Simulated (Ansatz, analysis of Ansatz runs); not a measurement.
# Reproducing a measured migration barrier: interstitial H in hcp Zr, hop from a tetrahedral to the next octahedral site, part 2 of 3

Aim: the migration barrier of interstitial H in hcp Zr, hop from a tetrahedral to the next octahedral site, to be set beside the measurement. Set-up: PBE, 36-site cell, PBE lattice, 420 eV, k: 3x3x3 Gamma-centred, zero-point energy of the moving atom added. The model is a cell of 36 host atoms with 1 H put in. The barrier is the energy of the highest image of a climbing band over the relaxed site that the atom leaves.

Ansatz 0.2.0; PBE, 36-site cell, PBE lattice, 420 eV, k: 3x3x3 Gamma-centred, zero-point energy of the moving atom added.

So far: The starting structure; Relaxation, charge 0.

### Step 3. Nudged elastic band

A band of images joins the two ends; its highest image climbs to the saddle, whose energy over the site left is the barrier.

This step: plane-wave PAW DFT, PBE; nudged elastic band between two relaxed defect structures at fixed charge.

neb/input.yaml reads:

```yaml
crystal:
  lattice:
    - [9.70246385, 0.0, 0.0]
    - [-4.85123193, 8.40258017, 0.0]
    - [0.0, 0.0, 10.33576951]
  atoms:
    - { symbol: Zr, position: [0.110546722, 0.221176504, 0.124718497] }
    - { symbol: Zr, position: [0.221751775, 0.110170217, 0.374351705] }
    - { symbol: Zr, position: [0.110264827, 0.222598003, 0.62577724] }
    - { symbol: Zr, position: [0.222616208, 0.111899082, 0.873981282] }
    - { symbol: Zr, position: [0.110546722, 0.556036885, 0.124718497] }
    - { symbol: Zr, position: [0.217931131, 0.442298899, 0.371429623] }
    - { symbol: Zr, position: [0.110264827, 0.55433349, 0.62577724] }
    - { symbol: Zr, position: [0.219490667, 0.443078667, 0.875574399] }
    - { symbol: Zr, position: [0.111111111, 0.888888889, 0.123759179] }
    - { symbol: Zr, position: [0.221751775, 0.778248225, 0.374351705] }
    - { symbol: Zr, position: [0.111111111, 0.888888889, 0.624247199] }
    - { symbol: Zr, position: [0.222616208, 0.777383792, 0.873981282] }
    - { symbol: Zr, position: [0.443963115, 0.221176504, 0.124718497] }
    - { symbol: Zr, position: [0.555124993, 0.11089583, 0.375779585] }
    - { symbol: Zr, position: [0.44566651, 0.222598003, 0.62577724] }
    - { symbol: Zr, position: [0.555774333, 0.1112205, 0.876074748] }
    - { symbol: Zr, position: [0.444444444, 0.555555556, 0.121263609] }
    - { symbol: Zr, position: [0.557701101, 0.442298899, 0.371429623] }
    - { symbol: Zr, position: [0.444444444, 0.555555556, 0.63259556] }
    - { symbol: Zr, position: [0.556921333, 0.443078667, 0.875574399] }
    - { symbol: Zr, position: [0.443963115, 0.889453278, 0.124718497] }
    - { symbol: Zr, position: [0.557701101, 0.782068869, 0.371429623] }
    - { symbol: Zr, position: [0.44566651, 0.889735173, 0.62577724] }
    - { symbol: Zr, position: [0.556921333, 0.780509333, 0.875574399] }
    - { symbol: Zr, position: [0.777777778, 0.222222222, 0.128654681] }
    - { symbol: Zr, position: [0.88910417, 0.11089583, 0.375779585] }
    - { symbol: Zr, position: [0.777777778, 0.222222222, 0.626537309] }
    - { symbol: Zr, position: [0.8887795, 0.1112205, 0.876074748] }
    - { symbol: Zr, position: [0.778823496, 0.556036885, 0.124718497] }
    - { symbol: Zr, position: [0.88910417, 0.444875007, 0.375779585] }
    - { symbol: Zr, position: [0.777401997, 0.55433349, 0.62577724] }
    - { symbol: Zr, position: [0.8887795, 0.444225667, 0.876074748] }
    - { symbol: Zr, position: [0.778823496, 0.889453278, 0.124718497] }
    - { symbol: Zr, position: [0.889829783, 0.778248225, 0.374351705] }
    - { symbol: Zr, position: [0.777401997, 0.889735173, 0.62577724] }
    - { symbol: Zr, position: [0.888100918, 0.777383792, 0.873981282] }
    - { symbol: H, position: [0.444444444, 0.555555556, 0.435894016] }
basis:
  ecutwfc: 420
  xc_grid: 2
hamiltonian:
  xc: pbe
kpoints:
  mp_grid: { grid: [3, 3, 3] }
scf:
  occupations: { method: methfessel_paxton, width: 0.1 }
  max_iter: 120
output:
  forces: true
neb:
  images: 3
  f_tol: 0.04
  climbing: true
  initial_path: idpp
  max_iterations: 45
  order_check: false
  final_atoms:
    - { symbol: Zr, position: [0.111781834, 0.22264639, 0.125765919] }
    - { symbol: Zr, position: [0.220268917, 0.107204501, 0.375490777] }
    - { symbol: Zr, position: [0.107145297, 0.220328122, 0.625522497] }
[... 2 atom lines left out ...]
    - { symbol: Zr, position: [0.220268917, 0.446575362, 0.375490777] }
    - { symbol: Zr, position: [0.110793659, 0.556050621, 0.625759816] }
[... 7 atom lines left out ...]
    - { symbol: Zr, position: [0.446516158, 0.220328122, 0.625522497] }
[... 1 atom line left out ...]
    - { symbol: Zr, position: [0.44419789, 0.555062446, 0.125765919] }
    - { symbol: Zr, position: [0.559639778, 0.446575362, 0.375490777] }
    - { symbol: Zr, position: [0.446516158, 0.559698983, 0.625522497] }
[... 2 atom lines left out ...]
    - { symbol: Zr, position: [0.555991416, 0.7786495, 0.375253458] }
    - { symbol: Zr, position: [0.445037025, 0.889273986, 0.62649654] }
[... 7 atom lines left out ...]
    - { symbol: Zr, position: [0.778590295, 0.556050621, 0.625759816] }
[... 3 atom lines left out ...]
    - { symbol: Zr, position: [0.777570294, 0.889273986, 0.62649654] }
[... 1 atom line left out ...]
    - { symbol: H, position: [0.333392538, 0.333451742, 0.500506637] }
```

Run with:

```sh
$ ansatz run input.yaml --threads 4 --pin off --max-ram 14131MiB --backend cpu --events-out ev --progress --plain --runs-dir out
```

Numbers of over 12 decimals in the logs are rounded to 6 here.

The log of the run:

```text
[...]
Warning: neb: disabling space-group detection — the band's intermediate images generally break the endpoint symmetry, so no spatial operation reduces the k-mesh or symmetrises the density, except that a semilocal band can use its path's symmetry ahead of [...]
[...]
parallel-image band execution: 2 concurrent image workers
NEB image 0
Crystal: 37 atoms, lattice volume = 842.631 Å³
Basis set: ecut = 420 eV, 16439 PW (Γ), exchange–correlation on 144×144×144 points (8 copies of the dense FFT grid, shifted against one another)
Bands: 260, of which v1, the nominal top of the filled ones, is band 217 counted from 1 (216 counted from 0)
Symmetry: 1 space group operations
k-points: 14 of 27 (time reversal used)
[...]
SCF iter   1: F=—  HF=-150634.534283 eV  |F-HF|=—  |Δ(HF+E_count)|=         —  Δρ=4.22e-3  dr2=6.06e-1  ethr=1.77e-3  ⟨swp⟩=7.0  Hψ=13964  notcnv=0
[...]
SCF iter   8: F=-150634.526199 eV  HF=-150634.526199 eV  |F-HF|=2.31e-8  |Δ(HF+E_count)|=   1.38e-7  S|Δr|=    0.00e0  Δρ=1.62e-6  dr2=4.20e-8  ethr=2.31e-11  ⟨swp⟩=3.4  Hψ=13652  notcnv=0
SCF 1 converged in 8 iterations: F = -150634.526199 eV  dr2 = 4.20e-8
[...]
NSCF: frozen V_eff on 14 k-points
NEB image 4
SCF iter   1: F=—  HF=-150634.446996 eV  |F-HF|=—  |Δ(HF+E_count)|=         —  Δρ=3.85e-3  dr2=4.17e-1  ethr=1.77e-3  ⟨swp⟩=6.6  Hψ=14121  notcnv=0
[...]
SCF iter   8: F=-150634.448974 eV  HF=-150634.448974 eV  |F-HF|=9.58e-9  |Δ(HF+E_count)|=   2.47e-8  S|Δr|=    0.00e0  Δρ=1.30e-6  dr2=2.09e-8  ethr=2.31e-11  ⟨swp⟩=2.7  Hψ=10930  notcnv=0
SCF 2 converged in 8 iterations: F = -150634.448974 eV  dr2 = 2.09e-8
[...]
NEB end point (image 0): max|allowed force component| = 1.030e-2 eV/Å (the criterion of neb.relax_end_points is 1.000e-2)
NEB end point (image 4): max|allowed force component| = 1.022e-2 eV/Å (the criterion of neb.relax_end_points is 1.000e-2)
NEB image 1
SCF iter   1: F=—  HF=-150634.120851 eV  |F-HF|=—  |Δ(HF+E_count)|=         —  Δρ=3.92e-3  dr2=3.18e-1  ethr=1.77e-3  ⟨swp⟩=7.1  Hψ=13955  notcnv=0
[...]
SCF iter   8: F=-150634.129137 eV  HF=-150634.129137 eV  |F-HF|=1.74e-8  |Δ(HF+E_count)|=   1.58e-7  S|Δr|=    0.00e0  Δρ=1.66e-6  dr2=3.66e-8  ethr=2.31e-11  ⟨swp⟩=3.6  Hψ=13482  notcnv=0
SCF 3 converged in 8 iterations: F = -150634.129137 eV  dr2 = 3.66e-8
NEB image 2
SCF iter   1: F=—  HF=-150633.875718 eV  |F-HF|=—  |Δ(HF+E_count)|=         —  Δρ=3.62e-3  dr2=1.60e-1  ethr=1.77e-3  ⟨swp⟩=6.7  Hψ=13961  notcnv=0
[...]
SCF iter   8: F=-150633.891876 eV  HF=-150633.891876 eV  |F-HF|=1.50e-8  |Δ(HF+E_count)|=   1.32e-7  S|Δr|=    0.00e0  Δρ=1.49e-6  dr2=3.00e-8  ethr=2.31e-11  ⟨swp⟩=3.6  Hψ=13404  notcnv=0
SCF 4 converged in 8 iterations: F = -150633.891876 eV  dr2 = 3.00e-8
NEB image 3
SCF iter   1: F=—  HF=-150634.170907 eV  |F-HF|=—  |Δ(HF+E_count)|=         —  Δρ=3.64e-3  dr2=2.19e-1  ethr=1.77e-3  ⟨swp⟩=7.0  Hψ=14022  notcnv=0
[...]
SCF iter   8: F=-150634.184377 eV  HF=-150634.184377 eV  |F-HF|=1.42e-8  |Δ(HF+E_count)|=   6.21e-8  S|Δr|=    0.00e0  Δρ=1.61e-6  dr2=3.20e-8  ethr=2.31e-11  ⟨swp⟩=2.7  Hψ=11196  notcnv=0
SCF 5 converged in 8 iterations: F = -150634.184377 eV  dr2 = 3.20e-8
NEB iter   1: max|band force component| = 1.038e0 eV/Å  barrier→ = 0.6343 eV  barrier← = 0.5571 eV  Δτ_max = 0.1911 Å  (40 SCF iters)
NEB image 1
[...]
iter 1 solved again at ethr=3.37e-4 eV; its pass at ethr=3.10e-3 eV (dr2=1.46e0 eV) is discarded
[...]
SCF iter   8: F=-150634.105072 eV  HF=-150634.105072 eV  |F-HF|=3.64e-8  |Δ(HF+E_count)|=   2.65e-7  S|Δr|=    0.00e0  Δρ=2.17e-6  dr2=6.74e-8  ethr=2.31e-11  ⟨swp⟩=3.0  Hψ=12392  notcnv=0
SCF 6 converged in 8 iterations: F = -150634.105072 eV  dr2 = 6.74e-8
NEB image 2
[...]
SCF iter   9: F=-150633.922077 eV  HF=-150633.922077 eV  |F-HF|=3.90e-8  |Δ(HF+E_count)|=   3.78e-9  S|Δr|=    0.00e0  Δρ=1.16e-6  dr2=4.45e-8  ethr=2.31e-11  ⟨swp⟩=3.1  Hψ=9813  notcnv=0
SCF 7 converged in 9 iterations: F = -150633.922077 eV  dr2 = 4.45e-8
NEB image 3
[...]
SCF iter   8: F=-150634.185540 eV  HF=-150634.185541 eV  |F-HF|=4.32e-8  |Δ(HF+E_count)|=   3.06e-7  S|Δr|=    0.00e0  Δρ=2.11e-6  dr2=7.16e-8  ethr=2.31e-11  ⟨swp⟩=3.0  Hψ=12052  notcnv=0
SCF 8 converged in 8 iterations: F = -150634.185540 eV  dr2 = 7.16e-8
NEB iter   2: max|band force component| = 1.636e0 eV/Å  barrier→ = 0.6041 eV  barrier← = 0.5269 eV  Δτ_max = 0.0955 Å  (25 SCF iters)
NEB image 1
[...]
SCF iter   8: F=-150634.253645 eV  HF=-150634.253645 eV  |F-HF|=2.81e-8  |Δ(HF+E_count)|=   1.35e-7  S|Δr|=    0.00e0  Δρ=1.56e-6  dr2=4.26e-8  ethr=2.31e-11  ⟨swp⟩=3.0  Hψ=11662  notcnv=0
SCF 9 converged in 8 iterations: F = -150634.253645 eV  dr2 = 4.26e-8
NEB image 2
[...]
SCF iter   8: F=-150634.077616 eV  HF=-150634.077616 eV  |F-HF|=4.19e-8  |Δ(HF+E_count)|=   1.46e-7  S|Δr|=    0.00e0  Δρ=1.64e-6  dr2=5.76e-8  ethr=2.31e-11  ⟨swp⟩=2.9  Hψ=11836  notcnv=0
SCF 10 converged in 8 iterations: F = -150634.077616 eV  dr2 = 5.76e-8
NEB image 3
[...]
SCF iter   8: F=-150634.269535 eV  HF=-150634.269535 eV  |F-HF|=5.85e-8  |Δ(HF+E_count)|=   8.96e-8  S|Δr|=    0.00e0  Δρ=1.43e-6  dr2=6.84e-8  ethr=2.31e-11  ⟨swp⟩=2.9  Hψ=11663  notcnv=0
SCF 11 converged in 8 iterations: F = -150634.269535 eV  dr2 = 6.84e-8
NEB iter   3: max|band force component| = 2.410e-1 eV/Å  barrier→ = 0.4486 eV  barrier← = 0.3714 eV  CI = image 2  Δτ_max = 0.0765 Å  (24 SCF iters)
[...]
NEB iter   4: max|band force component| = 1.064e-1 eV/Å  barrier→ = 0.4391 eV  barrier← = 0.3618 eV  CI = image 2  Δτ_max = 0.0509 Å  (20 SCF iters)
[...]
NEB iter   5: max|band force component| = 9.393e-2 eV/Å  barrier→ = 0.4327 eV  barrier← = 0.3554 eV  CI = image 2  Δτ_max = 0.0553 Å  (19 SCF iters)
[...]
NEB iter   6: max|band force component| = 5.695e-2 eV/Å  barrier→ = 0.4284 eV  barrier← = 0.3512 eV  CI = image 2  Δτ_max = 0.0411 Å  (20 SCF iters)
NEB image 1
[...]
SCF iter   6: F=-150634.297815 eV  HF=-150634.297815 eV  |F-HF|=2.31e-8  |Δ(HF+E_count)|=   1.16e-7  S|Δr|=    0.00e0  Δρ=1.60e-6  dr2=3.86e-8  ethr=2.31e-11  ⟨swp⟩=3.0  Hψ=13249  notcnv=0
SCF 21 converged in 6 iterations: F = -150634.297815 eV  dr2 = 3.86e-8
NEB image 2
[...]
SCF iter   6: F=-150634.100018 eV  HF=-150634.100018 eV  |F-HF|=5.50e-8  |Δ(HF+E_count)|=   2.21e-7  S|Δr|=    0.00e0  Δρ=2.19e-6  dr2=8.35e-8  ethr=2.31e-11  ⟨swp⟩=3.0  Hψ=13714  notcnv=0
SCF 22 converged in 6 iterations: F = -150634.100018 eV  dr2 = 8.35e-8
NEB image 3
[...]
SCF iter   7: F=-150634.271251 eV  HF=-150634.271251 eV  |F-HF|=2.64e-8  |Δ(HF+E_count)|=   7.97e-9  S|Δr|=    0.00e0  Δρ=1.01e-6  dr2=3.06e-8  ethr=2.31e-11  ⟨swp⟩=3.3  Hψ=9871  notcnv=0
SCF 23 converged in 7 iterations: F = -150634.271251 eV  dr2 = 3.06e-8
NEB image 1
[...]
NEB image 3
[...]
NEB image 2
[...]
NEB iter   7: max|band force component| = 2.831e-2 eV/Å  barrier→ = 0.4262 eV  barrier← = 0.3490 eV  CI = image 2  Δτ_max = 0.0000 Å  (19 SCF iters)
SCF converged after 6 iterations
[...]
Free energy (F): -150634.100018 eV
[...]
Internal energy: -150634.110797 eV  (E = F + TS)
E sigma→0 (E₀):  -150634.102713 eV
Entropy (-TS):   0.010779 eV (0.291 meV/atom)
Fermi energy:    13.944864 eV
[...]
--- Forces (eV/Å), atoms counted from 1 ---
  atom   1  Zr    -0.01164394     0.00194008    -0.00569888
  atom   2  Zr    -0.00094652     0.01453337     0.00291276
  atom   3  Zr     0.00451252     0.00340188    -0.00402134
  [... 2 atoms left out ...]
  atom   6  Zr    -0.00747777    -0.00659699    -0.00094042
  atom   7  Zr    -0.00459583     0.00025514    -0.00388818
  [... 9 atoms left out ...]
  atom  17  Zr    -0.00060154    -0.01999995    -0.01263173
  atom  18  Zr     0.01252010    -0.00588802    -0.00111066
  atom  19  Zr     0.00203630     0.01070058     0.00813571
  [... 2 atoms left out ...]
  atom  22  Zr    -0.00091100    -0.00805616     0.00985112
  atom  23  Zr     0.00777604     0.00275315     0.00243418
  [... 11 atoms left out ...]
  atom  35  Zr    -0.00749934     0.00171930     0.00266996
  [... 1 atom left out ...]
  atom  37  H     -0.00340789    -0.00646927    -0.00550687
  max |Σ_I F_I| component: 1.66e-5 eV/Å
--- Band table (eV; the first three rows and the last of 14) ---
[...]
[... further k-points left out ...]
this run last wrote the band of iteration 7 to <dir>
--- NEB band (5 images, 7 band iterations, 167 SCF iterations) ---
  forward barrier  = 0.426181 eV
  backward barrier = 0.348956 eV
  lagrangian_above_aufbau_ev (what the smearing adds, to first order; not taken off the barriers): saddle image -0.008636 eV, end points -0.004034 and +0.000930 eV
  climbing image's point = of an order that was not read
  energies are F+E_penalty+E_count in eV, relative to image 0
  image     s (Å)  Δ vs image 0  max|band force component| (eV/Å)
      0    0.0000      0.000000                                 —
      1    0.4834      0.228384                          1.704e-2
  *   2    0.9669      0.426181                          2.004e-2
      3    1.5106      0.254949                          2.831e-2
      4    2.0543      0.077225                                 —
  climbing-image geometry (image 2):
  cell:  # Å, volume = 842.6312 Å³
    - [9.70246385, 0.0, 0.0]
    - [-4.85123193, 8.40258017, 0.0]
    - [0.0, 0.0, 10.33576951]
  atoms:
    - { symbol: Zr, position: [0.112540, 0.223626, 0.125700] }
    - { symbol: Zr, position: [0.216453, 0.099363, 0.372618] }
    - { symbol: Zr, position: [0.108311, 0.218331, 0.627068] }
    - { symbol: Zr, position: [0.221528, 0.109753, 0.875096] }
    - { symbol: Zr, position: [0.112118, 0.557151, 0.123089] }
    - { symbol: Zr, position: [0.218591, 0.441208, 0.371742] }
    - { symbol: Zr, position: [0.110181, 0.553199, 0.625185] }
    - { symbol: Zr, position: [0.221166, 0.443034, 0.875120] }
    - { symbol: Zr, position: [0.110042, 0.886900, 0.122831] }
    - { symbol: Zr, position: [0.221100, 0.774144, 0.373904] }
    - { symbol: Zr, position: [0.109680, 0.885917, 0.623788] }
    - { symbol: Zr, position: [0.223280, 0.777207, 0.872895] }
    - { symbol: Zr, position: [0.444454, 0.223544, 0.125575] }
    - { symbol: Zr, position: [0.555252, 0.110412, 0.376139] }
    - { symbol: Zr, position: [0.443685, 0.218146, 0.627197] }
    - { symbol: Zr, position: [0.556561, 0.112395, 0.876580] }
    - { symbol: Zr, position: [0.445127, 0.556987, 0.125219] }
    - { symbol: Zr, position: [0.555379, 0.440860, 0.371757] }
    - { symbol: Zr, position: [0.450381, 0.567393, 0.634772] }
    - { symbol: Zr, position: [0.555279, 0.443112, 0.875077] }
    - { symbol: Zr, position: [0.444222, 0.892358, 0.125527] }
    - { symbol: Zr, position: [0.556767, 0.780103, 0.371153] }
    - { symbol: Zr, position: [0.446514, 0.889806, 0.626131] }
    - { symbol: Zr, position: [0.558147, 0.783009, 0.879248] }
    - { symbol: Zr, position: [0.779081, 0.224845, 0.127494] }
    - { symbol: Zr, position: [0.888461, 0.110361, 0.376122] }
    - { symbol: Zr, position: [0.777772, 0.221903, 0.626048] }
    - { symbol: Zr, position: [0.889537, 0.112618, 0.876585] }
    - { symbol: Zr, position: [0.778198, 0.557181, 0.123188] }
    - { symbol: Zr, position: [0.888946, 0.444701, 0.374112] }
    - { symbol: Zr, position: [0.776350, 0.553178, 0.625053] }
    - { symbol: Zr, position: [0.889182, 0.445264, 0.874910] }
    - { symbol: Zr, position: [0.781422, 0.892406, 0.125420] }
    - { symbol: Zr, position: [0.886223, 0.774275, 0.373933] }
    - { symbol: Zr, position: [0.776803, 0.889916, 0.626229] }
    - { symbol: Zr, position: [0.887269, 0.777035, 0.872888] }
    - { symbol: H, position: [0.393984, 0.454997, 0.472732] }
```

Wall time 62 min (4 threads of Arm Neoverse V2, shared host); peak memory 9.6 GiB; 3.1 h of CPU time.

Images along the path:

```
image  path (Å)  energy (eV)     H37: x, y, z (Å)
    0     0.000       0.0000  1.617, 4.668, 4.505
    1     0.483       0.2284  1.616, 4.260, 4.704
    2     0.967       0.4262  1.615, 3.823, 4.886
    3     1.511       0.2549  1.610, 3.320, 5.082
    4     2.054       0.0772  1.617, 2.802, 5.173
```

This step gave:

| Quantity | Value |
| --- | --- |
| free energy | -150634.1000 eV |
| smearing term TS | -0.01078 eV |
| barrier forward | 0.4262 eV |
| barrier backward | 0.3490 eV |

(Continued in part 3 of 3.)

[Logs are printed without paths, hosts, clocks, repeated set-up lines and the standing remarks that a program may print on its own settings, such as how far it seeks lower states.]

[Hosts, paths, dates, database ids (printed as entryN), source tags and the programs' standing remarks are cut or masked in the printed files.]

[For some hosts the program warned that the k-mesh of the response run may be too coarse for force constants and the static dielectric constant; such warnings are not shown here.]
